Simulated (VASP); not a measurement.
# Zn (P6_3/mmc) in VASP: a series of runs

One crystal, Zn, is run at these levels: PBE, LDA; tasks: relaxation of cell and atoms.

All numbers are computed with VASP 6.6.1; they aren't measurements. Logs are shortened: lines on timing, memory, paths and dates and some standing lists are left out, and cuts for length are marked.

### 1 Starting point

The structure is hexagonal, space group P6_3/mmc (No. 194). The conventional cell has a = 2.670 Å, b = 2.670 Å, c = 4.966 Å, α = 90.00°, β = 90.00°, γ = 120.00°. Around Zn (site symmetry -6m2) lie 12 Zn at 2.67 to 2.92 Å.

### 2 Relaxation of cell and atoms, PBE

Input file INCAR:

```
PREC     = Accurate       # precision mode
ENCUT    = 600            # plane-wave cutoff, eV
EDIFF    = 1E-6           # SCF threshold, eV
ISMEAR   = 1              # smearing method
SIGMA    = 0.1            # smearing width, eV
LREAL    = False          # projectors in reciprocal space
LASPH    = True           # aspherical terms in the spheres
NELM     = 80             # most SCF steps
ALGO     = Normal         # electronic algorithm
ISIF     = 3              # what is computed and relaxed
LWAVE    = False          # write WAVECAR
LCHARG   = False          # write CHGCAR
GGA      = PE             # functional
IBRION   = 2              # ionic algorithm
NSW      = 90             # ionic steps
EDIFFG   = -0.01          # ionic threshold
```

Input file KPOINTS:

```
regular mesh
0
Gamma
  18 18 8
```

Input file POSCAR:

```
Zn
1.0
    2.6700000000      0.0000000000      0.0000000000
   -1.3350000000      2.3122878281      0.0000000000
    0.0000000000      0.0000000000      4.9660000000
Zn
2
Direct
    0.3333333333      0.6666666667      0.2500000000
    0.6666666667      0.3333333333      0.7500000000
```

Potentials or basis: VASP PAW PBE potentials, release 64 (Zn).

On the command line:

```
> cat potpaw_PBE.64/Zn/POTCAR > POTCAR
> mpirun -np 1 vasp_std > vasp.out
```

OUTCAR:

```text
PREC = Accurate
   ENCUT = 600
   EDIFF = 1E-6
   ISMEAR = 1
   LREAL = False
   LASPH = True
   NELM = 80
   ISIF = 3
   GGA = PE
   IBRION = 2
   NSW = 90
   EDIFFG = -0.01

 ion  position               nearest neighbor table
   1  0.333  0.667  0.250-   2 2.92   2 2.92   2 2.92   2 2.92   2 2.92   2 2.92
   2  0.667  0.333  0.750-   1 2.92   1 2.92   1 2.92   1 2.92   1 2.92   1 2.92

  LATTYP: Found a hexagonal cell.
 ALAT       =     2.6700000000
 C/A-ratio  =     1.8599250936

  Lattice vectors:

 A1 = (   2.6700000000,   0.0000000000,   0.0000000000)
 A2 = (  -1.3350000000,   2.3122878281,   0.0000000000)
 A3 = (   0.0000000000,   0.0000000000,   4.9660000000)

Analysis of symmetry for initial positions (statically):
=====================================================================
 Subroutine PRICEL returns:
 Original cell was already a primitive cell.

 Routine SETGRP: Setting up the symmetry group for a
 hexagonal supercell.

 Subroutine GETGRP returns: Found 24 space group operations
 (whereof 12 operations were pure point group operations)
 out of a pool of 24 trial point group operations.

The static configuration has the point symmetry D_3d.
 The point group associated with its full space group is D_6h.

Analysis of symmetry for dynamics (positions and initial velocities):
=====================================================================
 Subroutine PRICEL returns:
 Original cell was already a primitive cell.

 Routine SETGRP: Setting up the symmetry group for a
 hexagonal supercell.

 Subroutine GETGRP returns: Found 24 space group operations
 (whereof 12 operations were pure point group operations)
 out of a pool of 24 trial point group operations.

The dynamic configuration has the point symmetry D_3d.
 The point group associated with its full space group is D_6h.

 Subroutine INISYM returns: Found 24 space group operations
 (whereof 12 operations are pure point group operations),
 and found     1 'primitive' translations

----------------------------------------------------------------------------------------

                                     Primitive cell

  volume of cell :      30.6591

  direct lattice vectors                    reciprocal lattice vectors
     2.670000000  0.000000000  0.000000000     0.374531835  0.216236056  0.000000000
    -1.335000000  2.312287828  0.000000000     0.000000000  0.432472112  0.000000000
     0.000000000  0.000000000  4.966000000     0.000000000  0.000000000  0.201369311

  length of vectors
     2.670000000  2.670000000  4.966000000     0.432472112  0.432472112  0.201369311

  position of ions in fractional coordinates (direct lattice)
     0.333333333  0.666666667  0.250000000
     0.666666667  0.333333333  0.750000000

  ion indices of the primitive-cell ions
   primitive index   ion index
                 1           1
                 2           2

----------------------------------------------------------------------------------------

 KPOINTS: regular mesh

Automatic generation of k-mesh.
 Grid dimensions read from file:
 generate k-points for:   18   18    8

 Generating k-lattice:

  Cartesian coordinates                     Fractional coordinates (reciprocal lattice)
     0.020807324  0.012013114  0.000000000     0.055555556  0.000000000  0.000000000
     0.000000000  0.024026228  0.000000000     0.000000000  0.055555556  0.000000000
     0.000000000  0.000000000  0.025171164     0.000000000  0.000000000  0.125000000

  Length of vectors
     0.024026228  0.024026228  0.025171164

  Shift w.r.t. Gamma in fractional coordinates (k-lattice)
     0.000000000  0.000000000  0.000000000

 Subroutine IBZKPT returns following result:
 ===========================================

 Found    185 irreducible k-points:

 Following reciprocal coordinates:
            Coordinates               Weight
  0.000000  0.000000  0.000000      1.000000
  0.055556  0.000000  0.000000      6.000000
  0.111111  0.000000  0.000000      6.000000
  0.166667  0.000000  0.000000      6.000000
  0.222222  0.000000  0.000000      6.000000
  0.277778  0.000000  0.000000      6.000000
[... 16 lines left out ...]
  0.333333  0.111111  0.000000     12.000000
  0.388889  0.111111  0.000000     12.000000
 [... further k-points ...]
   k-points           NKPTS =    185   k-points in BZ     NKDIM =    185   number of bands    NBANDS=     16
   number of dos      NEDOS =    301   number of ions     NIONS =      2
   total plane-waves  NPLWV =  23040
   dimension x,y,z NGX =    24 NGY =   24 NGZ =   40
   dimension x,y,z NGXF=    48 NGYF=   48 NGZF=   80
   ions per type =               2
   NGX,Y,Z   is equivalent  to a cutoff of  14.94, 14.94, 13.39 a.u.
   NGXF,Y,Z  is equivalent  to a cutoff of  29.89, 29.89, 26.78 a.u.
 SYSTEM =  unknown system
   PREC   = accura    normal or accurate (medium, high low for compatibility)
   ISTART =      0    job   : 0-new  1-cont  2-samecut
   ICHARG =      2    charge: 1-file 2-atom 10-const
   ISPIN  =      1    spin polarized calculation?
   LNONCOLLINEAR =      F non collinear calculations
   LSORBIT =      F    spin-orbit coupling
   LASPH  =      T    aspherical Exc in radial PAW
   ENCUT  =  600.0 eV  44.10 Ry    6.64 a.u.   5.33  5.33  9.92*2*pi/ulx,y,z
   NELM   =     80;   NELMIN=  2; NELMDL= -5     # of ELM steps
   EDIFF  = 0.1E-05   stopping-criterion for ELM
   LREAL  =      F    real-space projection
   EDIFFG = -.1E-01   stopping-criterion for IOM
   NSW    =     90    number of steps for IOM
   IBRION =      2    ionic relax: 0-MD 1-quasi-New 2-CG
   NFREE  =      1    steps in history (QN), initial steepest desc. (CG)
   ISIF   =      3    stress and relaxation
   ISYM   =      2    0-nonsym 1-usesym 2-fastsym
   POTIM  = 0.5000    time-step for ionic-motion
   TEBEG  =    0.0;   TEEND  =   0.0 temperature during run
   PSTRESS=    0.0 pullay stress
   NELECT =      24.0000    total number of electrons
   NUPDOWN=      -1.0000    fix difference up-down
   EMIN   =  10.00;   EMAX   =-10.00  energy-range for DOS
   EFERMI =   0.00;   METHOD = LEGACY
   ISMEAR =     1;   SIGMA  =   0.10  broadening in eV -4-tet -1-fermi 0-gaus
   EFERMI_NEDOS =   21; number of points for ismear=-14 and -15
   IALGO  =     38    algorithm
   IMIX   =      4    mixing-type and parameters
     AMIX     =   0.40;   BMIX     =  1.00
     AMIX_MAG =   1.60;   BMIX_MAG =  1.00
  volume/ion in A,a.u.               =      15.33       103.45
  Fermi-wavevector in a.u.,A,eV,Ry     =   1.508778  2.851177 30.972445  2.276410
  Thomas-Fermi vector in A             =   2.619187
   LORBIT       =      0    0 simple, 1 ext, 2 COOP (PROOUT), +10 PAW based schemes
   GGA     = PE    functional components
   LHFCALC =     F    Hartree Fock is set to
   AEXX    =    0.0000 exact exchange contribution
   IVDW    =     0    specifies the selected vdW correction
   LEPSILON=     F    determine dielectric tensor
   LRPA    =     F    only Hartree local field effects (RPA)
 conjugate gradient relaxation of ions
 non-spin polarized calculation
 Methfessel and Paxton  Order N= 1 SIGMA  =   0.10
  energy-cutoff  :      600.00
  volume of cell :       30.66
 maximum number of plane-waves:      1064
 NGX is ok and might be reduce to    24
   NGX = 11   NGY = 11   NGZ = 19

--------------------------------------- Ionic step        1  -------------------------------------------

 number of electron      24.0000003 magnetization

 Free energy of the ion-electron system (eV)
  ---------------------------------------------------
  ext. energy  EPLUGINS =         0.00000000
  ---------------------------------------------------
  free energy    TOTEN  =        -2.21393141 eV

  energy without entropy =       -2.21395875  energy(sigma->0) =       -2.21394052

------------------------ aborting loop because EDIFF is reached ----------------------------------------

  FORCE on cell =-STRESS in cart. coord.  units (eV):
  Direction    XX          YY          ZZ          XY          YZ          ZX
  --------------------------------------------------------------------------------------
  -------------------------------------------------------------------------------------
  Total       -0.1786269     -0.1786269      0.0114440      0.0000000     -0.0000000      0.0000000
  in kB       -9.3346409     -9.3346409      0.5980376      0.0000000     -0.0000000      0.0000000
  external PRESSURE =      -6.0237481 kB  Pullay stress =       0.0000000 kB
[... 89 lines left out ...]
  FREE ENERGIE OF THE ION-ELECTRON SYSTEM (eV)
  ---------------------------------------------------
  free  energy   TOTEN  =        -2.2149555462 eV

  energy  without entropy=       -2.2145849779  energy(sigma->0) =       -2.21483202

[... ionic steps 4 to 9 ...]

--------------------------------------- Ionic step       10  -------------------------------------------

 number of electron      23.9999985 magnetization

------------------------ aborting loop because EDIFF is reached ----------------------------------------

  FORCE on cell =-STRESS in cart. coord.  units (eV):
  Direction    XX          YY          ZZ          XY          YZ          ZX
  --------------------------------------------------------------------------------------
  -------------------------------------------------------------------------------------
  Total        0.0803356      0.0803356     -0.0139284      0.0000000      0.0000000      0.0000000
  in kB        4.1898552      4.1898552     -0.7264266      0.0000000      0.0000000      0.0000000
  external PRESSURE =       2.5510946 kB  Pullay stress =       0.0000000 kB
[... 57 lines left out ...]
  energy  without entropy=       -2.2194383257  energy(sigma->0) =       -2.21937639

--------------------------------------- Ionic step       12  -------------------------------------------

 number of electron      23.9999985 magnetization

 Free energy of the ion-electron system (eV)
  ---------------------------------------------------
  ext. energy  EPLUGINS =         0.00000000
  ---------------------------------------------------
  free energy    TOTEN  =        -2.21936241 eV

  energy without entropy =       -2.21946062  energy(sigma->0) =       -2.21939514

 E-fermi :   3.0110     XC(G=0): -11.4828

 val. band max:        3.0069415239   @ k =   0.0556   0.0556   0.2500
 cond. band min:       3.0223255673   @ k =   0.3333   0.1111   0.0000
 fundamental gap:      0.0153840434
 Fermi energy:         3.0109811666

 k-point     1 :       0.0000    0.0000    0.0000
  band No.  band energies     occupation
      1      -7.3013      2.00000
      2      -5.6402      2.00000
      3      -4.9295      2.00000
      4      -4.6572      2.00000
      5      -4.6572      2.00000
      6      -4.6183      2.00000
[... 8 lines left out ...]
     15      18.9253      0.00000
     16      21.2586      0.00000
[... 420 lines left out ...]
  band No.  band energies     occupation
      1      -5.2958      2.00000
      2      -5.2070      2.00000
      3      -5.0784      2.00000
      4      -4.6788      2.00000
      5      -4.4906      2.00000
      6      -4.4878      2.00000
[... 8 lines left out ...]
     15       8.2204      0.00000
     16       9.8479      0.00000

 [... further k-points ...]
[... 5 lines left out ...]
  --------------------------------------------------------------------------------------
  -------------------------------------------------------------------------------------
  Total        0.0157488      0.0157488     -0.0130659      0.0000000     -0.0000000      0.0000000
  in kB        0.8205462      0.8205462     -0.6807602      0.0000000     -0.0000000      0.0000000
  external PRESSURE =       0.3201107 kB  Pullay stress =       0.0000000 kB
[... 17 lines left out ...]
  FREE ENERGIE OF THE ION-ELECTRON SYSTEM (eV)
  ---------------------------------------------------
  free  energy   TOTEN  =        -2.2193624082 eV

  energy  without entropy=       -2.2194606175  energy(sigma->0) =       -2.21939514

 reached required accuracy - stopping structural energy minimisation
```

Run time: 8.2 min. Hardware: 1 thread of AMD EPYC 7R13 (Zen 3), shared host; peak memory 0.2 GiB.

Results:

```yaml
Free_energy: -2.2194 eV
Relaxed_volume: 15.38 Å³/atom
Relaxed_cell: a = 2.634 Å, b = 2.634 Å, c = 5.117 Å, α = 90.00°, β = 90.00°, γ = 120.00°
Space_group_after_relaxing_to_0.05_Å: P6_3/mmc (No. 194)
Energy_gained_by_relaxing: 2.7 meV/atom
Ionic_steps: 12
Pressure_after_relaxing: 0.0 GPa
Band_gap_on_the_k_mesh: none (metal or under the smearing width)
```

Step by step:
```tsv
step	energy change (eV)	largest force (eV/Å)	pressure (GPa)	volume (Å³)
1	0.0000	0.0000	-0.60	30.66
2	-0.0009	0.0000	0.09	30.40
3	-0.0010	0.0000	0.29	30.32
4	-0.0020	0.0000	0.44	30.34
5	-0.0044	0.0000	0.65	30.39
6	-0.0045	0.0000	0.84	30.41
7	-0.0051	0.0000	0.55	30.55
8	-0.0053	0.0000	0.22	30.73
9	-0.0053	0.0000	0.29	30.71
10	-0.0053	0.0000	0.26	30.72
11	-0.0054	0.0000	-0.05	30.74
12	-0.0054	0.0000	0.03	30.75
```

Final structure:
```
CELL_PARAMETERS angstrom
2.63421 0.00000 0.00000
-1.31711 2.28130 0.00000
0.00000 0.00000 5.11709
ATOMIC_POSITIONS crystal
Zn 0.33333 0.66667 0.25000
Zn 0.66667 0.33333 0.75000
```

### 3 Relaxation of cell and atoms, PBE

This run uses another cell than the first one, of 15.38 Å³/atom, 1.003 times its volume.

INCAR, as its differences from that of step 2:

```diff
@@ -2,3 +2,3 @@
 ENCUT    = 600            # plane-wave cutoff, eV
-EDIFF    = 1E-6           # SCF threshold, eV
+EDIFF    = 1E-7           # SCF threshold, eV
 ISMEAR   = 1              # smearing method
@@ -15,2 +15,2 @@
 NSW      = 90             # ionic steps
-EDIFFG   = -0.01          # ionic threshold
+EDIFFG   = -0.005         # ionic threshold
```

KPOINTS is that of step 2.

Input file POSCAR:

```
Zn                                      
1.0
    2.6342133621     -0.0000000000      0.0000000000
   -1.3171066810      2.2812956906     -0.0000000000
   -0.0000000000      0.0000000000      5.1170850925
  Zn            
     2
Direct
     0.3333333332999970    0.6666666667000030    0.2500000000000000
     0.6666666667000030    0.3333333332999970    0.7500000000000000
```

Potentials or basis: VASP PAW PBE potentials, release 64 (Zn).

On the command line:

```
> cat potpaw_PBE.64/Zn/POTCAR > POTCAR
> mpirun -np 1 vasp_std > vasp.out
```

Run time: 2.4 min. Hardware: 1 thread of AMD EPYC 7R13 (Zen 3), shared host; peak memory 0.2 GiB.

It converged, with:

```
Free energy                            : -2.2194 eV
Relaxed volume                         : 15.40 Å³/atom
Relaxed cell                           : a = 2.636 Å, b = 2.636 Å, c = 5.118 Å, α = 90.00°, β = 90.00°, γ = 120.00°
Space group after relaxing (to 0.05 Å) : P6_3/mmc (No. 194)
Energy gained by relaxing              : 0.0 meV/atom
Ionic steps                            : 2
Pressure after relaxing                : 0.0 GPa
Band gap on the k mesh                 : none (metal or under the smearing width)
```

Final structure:
```xyz
2
Lattice="2.6362 0.0000 0.0000 -1.3181 2.2830 0.0000 0.0000 0.0000 5.1176" Properties=species:S:1:pos:R:3 pbc="T T T"
Zn    0.0000    1.5220    1.2794
Zn    1.3181    0.7610    3.8382
```

Levels at points of the mesh, in eV from the Fermi level:
```
           k point  band 9  band 10  band 11  band 12  band 13  band 14  band 15  band 16
(0.00, 0.00, 0.00)   -7.24    -7.08    -7.08    -3.74    -3.53    12.08    15.91    18.21
(0.50, 0.00, 0.00)   -6.87    -6.85    -2.64    -1.93     2.34     3.58     3.81     5.64
(0.00, 0.00, 0.50)   -7.15    -7.15    -7.15    -7.15     3.75     3.75    19.39    19.39
(0.50, 0.00, 0.50)   -6.86    -6.86    -1.75    -1.75     0.28     0.28     9.52     9.52
```

### 4 Relaxation of cell and atoms, LDA

Input file INCAR:

```
  ALGO = Normal
  EDIFF = 1E-6
  EDIFFG = -0.01
  ENCUT = 600
  IBRION = 2
  ISIF = 3
  ISMEAR = 1
  KPAR = 2
  LASPH = True
  LCHARG = False
  LREAL = False
  LWAVE = False
  NELM = 80
  NSW = 90
  PREC = Accurate
  SIGMA = 0.1
```

Input file KPOINTS:

```
k-points
0
Gamma
  18 18 8
```

Input file POSCAR:

```
Zn
1.0
    2.6700000000      0.0000000000      0.0000000000
   -1.3350000000      2.3122878281      0.0000000000
    0.0000000000      0.0000000000      4.9660000000
Zn
2
Direct
    0.3333333333      0.6666666667      0.2500000000
    0.6666666667      0.3333333333      0.7500000000
```

Potentials or basis: VASP PAW LDA potentials, release 64 (Zn).

On the command line:

```
> cat potpaw_LDA.64/Zn/POTCAR > POTCAR
> mpirun -np 2 vasp_std > vasp.out
```

It took 45 s on 2 MPI ranks of Intel Xeon 6975P-C (Granite Rapids), shared host; peak memory 0.21 GiB.

It converged, with:

| Quantity | Value |
| --- | --- |
| Free energy | -3.7564 eV |
| Relaxed volume | 13.73 Å³/atom |
| Relaxed cell | a = 2.561 Å, b = 2.561 Å, c = 4.833 Å, α = 90.00°, β = 90.00°, γ = 120.00° |
| Space group after relaxing (to 0.05 Å) | P6_3/mmc (No. 194) |
| Energy gained by relaxing | 52.4 meV/atom |
| Ionic steps | 4 |
| Pressure after relaxing | -0.1 GPa |
| Band gap on the k mesh | none (metal or under the smearing width) |

Stress tensor (GPa, compression positive):
```
-0.11  0.00  0.00
 0.00 -0.11  0.00
 0.00  0.00  0.06
```

Step by step:
```
step  energy change (eV)  largest force (eV/Å)  pressure (GPa)  volume (Å³)
   1              0.0000                0.0000           -8.84        30.66
   2             -0.1029                0.0000            1.04        27.05
   3             -0.1047                0.0000            0.37        27.34
   4             -0.1048                0.0000           -0.05        27.45
```

Final structure:
```yaml
crystal:
  lattice:
    - [2.56120, 0.00000, 0.00000]
    - [-1.28060, 2.21806, 0.00000]
    - [0.00000, 0.00000, 4.83284]
  atoms:
    - { symbol: Zn, position: [0.33333, 0.66667, 0.25000] }
    - { symbol: Zn, position: [0.66667, 0.33333, 0.75000] }
```

Levels at points of the mesh, in eV from the Fermi level:
```tsv
k point	band 9	band 10	band 11	band 12	band 13	band 14	band 15	band 16
(0.00, 0.00, 0.00)	-7.71	-7.47	-7.47	-4.35	-3.34	13.77	17.80	18.91
(0.50, 0.00, 0.00)	-7.25	-7.23	-3.23	-2.30	2.60	3.51	4.44	5.87
(0.00, 0.00, 0.50)	-7.57	-7.57	-7.57	-7.57	4.45	4.45	20.28	20.28
(0.50, 0.00, 0.50)	-7.24	-7.24	-2.29	-2.29	0.25	0.25	10.40	10.40
```

Caveat: the volume moved by -10 % from the deposited cell, more than functionals usually miss.
